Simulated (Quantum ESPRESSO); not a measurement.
MoS2: equation of state with PBEsol

Crystal: MoS2.

```
CELL_PARAMETERS angstrom
3.16900 0.00000 0.00000
-1.58450 2.74443 0.00000
0.00000 0.00000 12.32400
ATOMIC_POSITIONS crystal
Mo 0.66667 0.33333 0.75000
Mo 0.33333 0.66667 0.25000
S 0.66667 0.33333 0.37700
S 0.33333 0.66667 0.87700
S 0.66667 0.33333 0.12300
S 0.33333 0.66667 0.62300
```

| Property | Result |
| --- | --- |
| Program | Quantum ESPRESSO 7.5 |
| Task | equation of state |
| Functional | PBEsol |
| Potentials or basis | GBRV 1.5 PBEsol |
| Cutoff | 612 eV |
| Density cutoff | 4898 eV |
| k mesh | 10 × 10 × 3 |
| Occupations | fermi-dirac, width 0.05 eV |
| Spin | no spin polarisation |
| Mixing beta | 0.5 |
| Most SCF iterations | 120 |
| SCF threshold | 1.2e-09 Ry |

The equilibrium volume is 17.50 Å³/atom and the bulk modulus at fixed shape and positions is 157 GPa. The pressure derivative of the bulk modulus is 4.4.

Energy against volume, from the lowest point:
```tsv
volume (Å³/atom)	energy (meV/atom)
16.792	14.95
17.149	3.49
17.507	0.00
17.864	3.67
18.221	13.74
18.578	29.54
18.936	50.48
```

All runs of the series together: 5.6 min on 2 threads of Arm Neoverse V1, with other jobs on the host.

Caveat: the cell was scaled at fixed shape and fractional positions, which overstates the stiffness of a crystal with free parameters, most of all of layers and chains; this functional lacks dispersion, which binds the layers, so the pressure and a relaxed spacing across them are unreliable.
